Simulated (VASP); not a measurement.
# NiO (R-3m) in VASP: a series of runs

Runs on NiO. Level: PBE. Tasks: single point.

Everything below comes from runs of VASP 6.6.1. Logs are shortened: lines on timing, memory, paths and dates and some standing lists are left out, and cuts for length are marked.

## 1. The structure

Symmetry: R-3m, No. 166, trigonal system. Conventional cell: a = 2.876 Å, b = 2.876 Å, c = 6.992 Å, α = 90.00°, β = 90.00°, γ = 120.00°. Around Ni (site symmetry -3m) lie 6 O at 2.03 Å. O (site symmetry -3m) is surrounded by 6 Ni at 2.03 Å.

The cell was built by a generator and needn't be a form met in nature.

## 2. Single point, PBE, collinear spin, ferromagnetic start

INCAR reads:

```
PREC = Accurate ; ENCUT = 520
EDIFF = 1E-7 ; ISMEAR = 0
SIGMA = 0.02 ; LREAL = False
LASPH = True ; NELM = 120
ALGO = Fast ; ISIF = 2
LWAVE = False ; LCHARG = False
ISPIN = 2 ; MAGMOM = 2 0
LORBIT = 11 ; LMAXMIX = 4
GGA = PE ; NBANDS = 19
```

KPOINTS reads:

```
regular mesh
0
Gamma
  9 9 9
```

POSCAR reads:

```
NiO
1.0
    1.4381403700      0.8303107300      2.3308059600
   -1.4381403700      0.8303107300      2.3308059600
    0.0000000000     -1.6606214600      2.3308059600
Ni O
1 1
Direct
    1.0000000000      0.0000000000      0.0000000000
    0.5000000000      0.5000000000      0.5000000000
```

Potentials or basis: VASP PAW PBE potentials, release 64 (Ni, O).

On the command line:

```console
cat potpaw_PBE.64/Ni/POTCAR potpaw_PBE.64/O/POTCAR > POTCAR
mpirun -np 1 vasp_std > vasp.out
```

OUTCAR:

```text
PREC = Accurate
   ENCUT = 520
   EDIFF = 1E-7
   ISMEAR = 0
   LREAL = False
   LASPH = True
   NELM = 120
   ISIF = 2
   ISPIN = 2
   LORBIT = 11
   GGA = PE

 ion  position               nearest neighbor table
   1  0.000  0.000  0.000-   2 2.03   2 2.03   2 2.03   2 2.03   2 2.03   2 2.03
   2  0.500  0.500  0.500-   1 2.03   1 2.03   1 2.03   1 2.03   1 2.03   1 2.03

  LATTYP: Found a trigonal (rhomboedric) cell.
 ALAT       =     2.8618735219
 COS(alpha) =     0.4949531374

  Lattice vectors:

 A1 = (   1.4381403700,   0.8303107300,   2.3308059600)
 A2 = (  -1.4381403700,   0.8303107300,   2.3308059600)
 A3 = (   0.0000000000,  -1.6606214600,   2.3308059600)

Analysis of symmetry for initial positions (statically):
=====================================================================
 Subroutine PRICEL returns:
 Original cell was already a primitive cell.

 Routine SETGRP: Setting up the symmetry group for a
 trigonal (rhombohedral) supercell.

 Subroutine GETGRP returns: Found 12 space group operations
 (whereof 12 operations were pure point group operations)
 out of a pool of 12 trial point group operations.

The static configuration has the point symmetry D_3d.

Analysis of symmetry for dynamics (positions and initial velocities):
=====================================================================
 Subroutine PRICEL returns:
 Original cell was already a primitive cell.

 Routine SETGRP: Setting up the symmetry group for a
 trigonal (rhombohedral) supercell.

 Subroutine GETGRP returns: Found 12 space group operations
 (whereof 12 operations were pure point group operations)
 out of a pool of 12 trial point group operations.

The dynamic configuration has the point symmetry D_3d.

Analysis of structural, dynamic, and magnetic symmetry:
=====================================================================
 Subroutine PRICEL returns:
 Original cell was already a primitive cell.

 Routine SETGRP: Setting up the symmetry group for a
 trigonal (rhombohedral) supercell.

 Subroutine GETGRP returns: Found 12 space group operations
 (whereof 12 operations were pure point group operations)
 out of a pool of 12 trial point group operations.

The overall configuration has the point symmetry D_3d.

 Subroutine INISYM returns: Found 12 space group operations
 (whereof 12 operations are pure point group operations),
 and found     1 'primitive' translations

----------------------------------------------------------------------------------------

                                     Primitive cell

  volume of cell :      16.6993

  direct lattice vectors                    reciprocal lattice vectors
     1.438140370  0.830310730  2.330805960     0.347671208  0.200728066  0.143012048
    -1.438140370  0.830310730  2.330805960    -0.347671208  0.200728066  0.143012048
     0.000000000 -1.660621460  2.330805960     0.000000000 -0.401456131  0.143012048

  length of vectors
     2.861873522  2.861873522  2.861873522     0.426168360  0.426168360  0.426168360

  position of ions in fractional coordinates (direct lattice)
     0.000000000  0.000000000  0.000000000
     0.500000000  0.500000000  0.500000000

  ion indices of the primitive-cell ions
   primitive index   ion index
                 1           1
                 2           2

----------------------------------------------------------------------------------------

 KPOINTS: regular mesh

Automatic generation of k-mesh.
 Grid dimensions read from file:
 generate k-points for:    9    9    9

 Generating k-lattice:

  Cartesian coordinates                     Fractional coordinates (reciprocal lattice)
     0.038630134  0.022303118  0.015890228     0.111111111  0.000000000  0.000000000
    -0.038630134  0.022303118  0.015890228     0.000000000  0.111111111  0.000000000
     0.000000000 -0.044606237  0.015890228     0.000000000  0.000000000  0.111111111

  Length of vectors
     0.047352040  0.047352040  0.047352040

  Shift w.r.t. Gamma in fractional coordinates (k-lattice)
     0.000000000  0.000000000  0.000000000

 Subroutine IBZKPT returns following result:
 ===========================================

 Found     85 irreducible k-points:

 Following reciprocal coordinates:
            Coordinates               Weight
  0.000000  0.000000  0.000000      1.000000
  0.111111  0.000000  0.000000      6.000000
  0.222222  0.000000  0.000000      6.000000
  0.333333  0.000000  0.000000      6.000000
  0.444444  0.000000  0.000000      6.000000
  0.111111  0.111111  0.000000      6.000000
[... 16 lines left out ...]
 -0.333333  0.333333  0.000000      6.000000
  0.444444  0.444444  0.000000      6.000000
 [... further k-points ...]
   k-points           NKPTS =     85   k-points in BZ     NKDIM =     85   number of bands    NBANDS=     19
   number of dos      NEDOS =    301   number of ions     NIONS =      2
   total plane-waves  NPLWV =  13824
   dimension x,y,z NGX =    24 NGY =   24 NGZ =   24
   dimension x,y,z NGXF=    48 NGYF=   48 NGZF=   48
   ions per type =               1   1
   NGX,Y,Z   is equivalent  to a cutoff of  13.94, 13.94, 13.94 a.u.
   NGXF,Y,Z  is equivalent  to a cutoff of  27.88, 27.88, 27.88 a.u.
 SYSTEM =  unknown system
   PREC   = accura    normal or accurate (medium, high low for compatibility)
   ISTART =      0    job   : 0-new  1-cont  2-samecut
   ICHARG =      2    charge: 1-file 2-atom 10-const
   ISPIN  =      2    spin polarized calculation?
   LNONCOLLINEAR =      F non collinear calculations
   LSORBIT =      F    spin-orbit coupling
   LASPH  =      T    aspherical Exc in radial PAW
   ENCUT  =  520.0 eV  38.22 Ry    6.18 a.u.   5.32  5.32  5.32*2*pi/ulx,y,z
   NELM   =    120;   NELMIN=  2; NELMDL= -5     # of ELM steps
   EDIFF  = 0.1E-06   stopping-criterion for ELM
   LREAL  =      F    real-space projection
   EDIFFG = 0.1E-05   stopping-criterion for IOM
   NSW    =      0    number of steps for IOM
   IBRION =     -1    ionic relax: 0-MD 1-quasi-New 2-CG
   NFREE  =      0    steps in history (QN), initial steepest desc. (CG)
   ISIF   =      2    stress and relaxation
   ISYM   =      2    0-nonsym 1-usesym 2-fastsym
   POTIM  = 0.5000    time-step for ionic-motion
   TEBEG  =    0.0;   TEEND  =   0.0 temperature during run
   PSTRESS=    0.0 pullay stress
   NELECT =      16.0000    total number of electrons
   NUPDOWN=      -1.0000    fix difference up-down
   EMIN   =  10.00;   EMAX   =-10.00  energy-range for DOS
   EFERMI =   0.00;   METHOD = LEGACY
   ISMEAR =     0;   SIGMA  =   0.02  broadening in eV -4-tet -1-fermi 0-gaus
   EFERMI_NEDOS =   21; number of points for ismear=-14 and -15
   IALGO  =     68    algorithm
   IMIX   =      4    mixing-type and parameters
     AMIX     =   0.40;   BMIX     =  1.00
     AMIX_MAG =   1.60;   BMIX_MAG =  1.00
  volume/ion in A,a.u.               =       8.35        56.35
  Fermi-wavevector in a.u.,A,eV,Ry     =   1.613919  3.049865 35.439564  2.604734
  Thomas-Fermi vector in A             =   2.708911
   LORBIT       =     11    0 simple, 1 ext, 2 COOP (PROOUT), +10 PAW based schemes
   GGA     = PE    functional components
   LHFCALC =     F    Hartree Fock is set to
   AEXX    =    0.0000 exact exchange contribution
   IVDW    =     0    specifies the selected vdW correction
   LEPSILON=     F    determine dielectric tensor
   LRPA    =     F    only Hartree local field effects (RPA)
 spin polarized calculation
 RMM-DIIS sequential band-by-band and
 Gauss-broadening in eV      SIGMA  =   0.02
  energy-cutoff  :      520.00
  volume of cell :       16.70
 maximum number of plane-waves:       465
 NGX is ok and might be reduce to    24
   NGX = 11   NGY = 11   NGZ = 11

 number of electron      16.0000002 magnetization       1.2611177

 Free energy of the ion-electron system (eV)
  ---------------------------------------------------
  ext. energy  EPLUGINS =         0.00000000
  ---------------------------------------------------
  free energy    TOTEN  =       -11.33780997 eV

  energy without entropy =      -11.33711783  energy(sigma->0) =      -11.33746390

 E-fermi :   9.3609     XC(G=0): -13.1989

 val. band max:        9.3560779610   @ k =  -0.2222   0.3333   0.1111
 cond. band min:       9.3639060439   @ k =   0.3333   0.0000   0.0000
 fundamental gap:      0.0078280829
 Fermi energy:         9.3609133765

 spin component 1

 k-point     1 :       0.0000    0.0000    0.0000
  band No.  band energies     occupation
      1     -12.0718      1.00000
      2       5.7575      1.00000
      3       5.7575      1.00000
      4       5.8123      1.00000
      5       6.3928      1.00000
      6       6.3928      1.00000
[... 11 lines left out ...]
     18      36.3634      0.00000
     19      36.3634      0.00000

 k-point     2 :       0.1111    0.0000    0.0000
  band No.  band energies     occupation
      1     -11.9117      1.00000
      2       4.6532      1.00000
      3       4.8797      1.00000
      4       4.9215      1.00000
      5       6.6581      1.00000
      6       6.6785      1.00000
[... 11 lines left out ...]
     18      38.5504      0.00000
     19      38.5968      0.00000

 k-point     3 :       0.2222    0.0000    0.0000
  band No.  band energies     occupation
      1     -11.4785      1.00000
      2       2.8592      1.00000
      3       3.9242      1.00000
      4       3.9693      1.00000
      5       6.9148      1.00000
      6       6.9384      1.00000
[... 11 lines left out ...]
     18      41.5498      0.00000
     19      41.6853      0.00000

 k-point     4 :       0.3333    0.0000    0.0000
  band No.  band energies     occupation
      1     -10.9224      1.00000
      2       1.2430      1.00000
      3       3.2299      1.00000
      4       3.2778      1.00000
      5       7.2195      1.00000
      6       7.2451      1.00000
[... 407 lines left out ...]
     18      42.6155      0.00000
     19      44.2045      0.00000

 k-point    23 :      -0.3333    0.3333    0.0000
  band No.  band energies     occupation
      1     -10.3233      1.00000
      2       1.5793      1.00000
      3       2.2057      1.00000
      4       3.1500      1.00000
      5       7.0355      1.00000
      6       7.5516      1.00000
[... 11 lines left out ...]
     18      42.9448      0.00000
     19      44.8162      0.00000

 k-point    24 :       0.4444    0.4444    0.0000
  band No.  band energies     occupation
      1     -10.4565      1.00000
      2       1.4740      1.00000
      3       4.3308      1.00000
      4       4.3916      1.00000
      5       5.5436      1.00000
      6       6.7982      1.00000
[... 11 lines left out ...]
     18      43.1810      0.00000
     19      44.6413      0.00000

 [... further k-points ...]

 spin component 2

 k-point     1 :       0.0000    0.0000    0.0000
  band No.  band energies     occupation
      1     -11.7825      1.00000
      2       6.0953      1.00000
      3       6.0953      1.00000
      4       6.1571      1.00000
      5       7.1729      1.00000
      6       7.1729      1.00000
[... 11 lines left out ...]
     18      36.8233      0.00000
     19      36.8233      0.00000

 k-point     2 :       0.1111    0.0000    0.0000
  band No.  band energies     occupation
      1     -11.6198      1.00000
      2       4.9958      1.00000
      3       5.5182      1.00000
      4       5.5710      1.00000
      5       7.3415      1.00000
      6       7.3715      1.00000
[... 11 lines left out ...]
     18      38.9883      0.00000
     19      39.0335      0.00000

 k-point     3 :       0.2222    0.0000    0.0000
  band No.  band energies     occupation
      1     -11.1788      1.00000
      2       3.1669      1.00000
      3       4.6474      1.00000
      4       4.7002      1.00000
      5       7.6318      1.00000
      6       7.6612      1.00000
[... 11 lines left out ...]
     18      41.9887      0.00000
     19      42.1267      0.00000

 k-point     4 :       0.3333    0.0000    0.0000
  band No.  band energies     occupation
      1     -10.6114      1.00000
      2       1.5205      1.00000
      3       3.9705      1.00000
      4       4.0243      1.00000
      5       7.9511      1.00000
      6       7.9809      1.00000
[... 407 lines left out ...]
     18      43.0072      0.00000
     19      44.4337      0.00000

 k-point    23 :      -0.3333    0.3333    0.0000
  band No.  band energies     occupation
      1      -9.9818      1.00000
      2       1.9177      1.00000
      3       2.4763      1.00000
      4       3.8486      1.00000
      5       7.7999      1.00000
      6       8.2022      1.00000
[... 11 lines left out ...]
     18      43.3387      0.00000
     19      45.1941      0.00000

 k-point    24 :       0.4444    0.4444    0.0000
  band No.  band energies     occupation
      1     -10.1077      1.00000
      2       1.7366      1.00000
      3       4.6399      1.00000
      4       4.7054      1.00000
      5       6.0531      1.00000
      6       8.4912      1.00000
[... 11 lines left out ...]
     18      43.2673      0.00000
     19      44.9870      0.00000

 [... further k-points ...]
[... 5 lines left out ...]
  --------------------------------------------------------------------------------------
  -------------------------------------------------------------------------------------
  Total        2.3379686      2.3379686      2.4044611     -0.0000000     -0.0000000      0.0000000
  in kB      224.3106878    224.3106880    230.6901464     -0.0000000     -0.0000000      0.0000000
  external PRESSURE =     226.4371741 kB  Pullay stress =       0.0000000 kB

 VOLUME and BASIS-vectors are now :
 -----------------------------------------------------------------------------
  energy-cutoff  :      520.00
  volume of cell :       16.70
      direct lattice vectors                 reciprocal lattice vectors
     1.438140370  0.830310730  2.330805960     0.347671208  0.200728066  0.143012048
    -1.438140370  0.830310730  2.330805960    -0.347671208  0.200728066  0.143012048
     0.000000000 -1.660621460  2.330805960     0.000000000 -0.401456131  0.143012048

 POSITION                                       TOTAL-FORCE (eV/Angst)
 -----------------------------------------------------------------------------------
      0.00000      0.00000      0.00000         0.000000      0.000000     -0.000000
      0.00000      0.00000      3.49621         0.000000      0.000000      0.000000
 -----------------------------------------------------------------------------------
    total drift:                               -0.000000      0.000000     -0.000000

  FREE ENERGIE OF THE ION-ELECTRON SYSTEM (eV)
  ---------------------------------------------------
  free  energy   TOTEN  =       -11.3378099705 eV

  energy  without entropy=      -11.3371178258  energy(sigma->0) =      -11.33746390

 total charge

# of ion       s       p       d       tot
------------------------------------------
    1        0.360   0.471   8.356   9.187
    2        1.562   3.448   0.000   5.010
--------------------------------------------------
tot          1.922   3.919   8.356  14.197

 magnetization (x)

# of ion       s       p       d       tot
------------------------------------------
    1        0.011   0.014   1.032   1.057
    2        0.025   0.150   0.000   0.175
--------------------------------------------------
tot          0.036   0.164   1.032   1.232
```

Wall time 36 s (1 thread of Intel Xeon 6975P-C (Granite Rapids), shared host); peak memory 0.17 GiB.

What came out:

| Property | Result |
| --- | --- |
| Free energy | -11.3378 eV |
| Pressure | 22.6 GPa |
| Band gap on the k mesh | none (metal or under the smearing width) |
| Net moment | 1.26 μB per cell |
| Site moments | Ni +1.06; O +0.17 μB |
| Valence electrons inside the program's atomic spheres | Ni 9.19; O 5.01 |

Caveat: so large a pressure means that the cell lies far from this level's equilibrium, or that cutoff or potentials fall short; a cell with one magnetic atom can't hold antiferromagnetic order, which such compounds often take; semilocal functionals often make such compounds metallic where correlation or magnetic order opens a gap, which also shifts bond lengths. With open d or f shells a metallic result of PBE can be an artefact of self-interaction; +U or a hybrid may open a gap.

(Part 1 of 2 ends here.)
